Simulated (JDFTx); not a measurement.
GaSb in JDFTx: convergence with rho ratio

Input of the first run (rho ratio 4); the others differ in this setting and in those tied to it:

GaSb.in

```
lattice \
    0.0000000000     5.7806722152     5.7806722152 \
    5.7806722152     0.0000000000     5.7806722152 \
    5.7806722152     5.7806722152     0.0000000000
coords-type Cartesian
ion Sb     8.6710083228     8.6710083228     8.6710083228 1
ion Ga     0.0000000000     0.0000000000     0.0000000000 1

ion-species pseudo/Sb.upf
ion-species pseudo/Ga.upf
elec-cutoff 57
elec-ex-corr gga-x-rpbe gga-c-pbe
kpoint-folding 6 6 6
elec-smearing Fermi 0.0018374661
elec-n-bands 30
electronic-SCF nIterations 100 energyDiffThreshold 1e-09
electronic-minimize nIterations 30 energyDiffThreshold 1e-7
forces-output-coords Cartesian

dump-name run.$VAR
dump End Ecomponents EigStats BandEigs Kpoints Forces Stress
```

Potentials or basis: PseudoDojo-SR-PBE-0.5-stringent with smoothed tails.

Launch:

```sh
$ jdftx -c 1 -i GaSb.in -o GaSb.out
```

Hardware: 1 thread of Intel(R) Xeon(R) 6975P-C (Granite Rapids), on a shared host.

Q: The values tried are 4, 5, 6, 8, 10, loosest first. From which on does the pressure stay within 0.1 GPa of the tightest run that finished?

A: From 5 on.

```tsv
rho ratio	energy less the tightest run, at zero smearing (meV/atom)	pressure (GPa)	SCF cycles	CPU time (s)	peak memory (GiB)
4	-2.69	4.10	13	77	0.2
5	0.19	3.89	13	120	0.2
6	0.46	3.98	13	96	0.22
8	-0.21	3.95	13	93	0.26
10	0.00	3.95	13	110	0.36
```

Against the tightest run, the energy stays within 1 meV/atom from 5 on. The tightest run that finished is the yardstick and may itself not be fully converged.

Caveat, for the tightest run too: the potentials were made for another functional, which shifts forces and pressure.
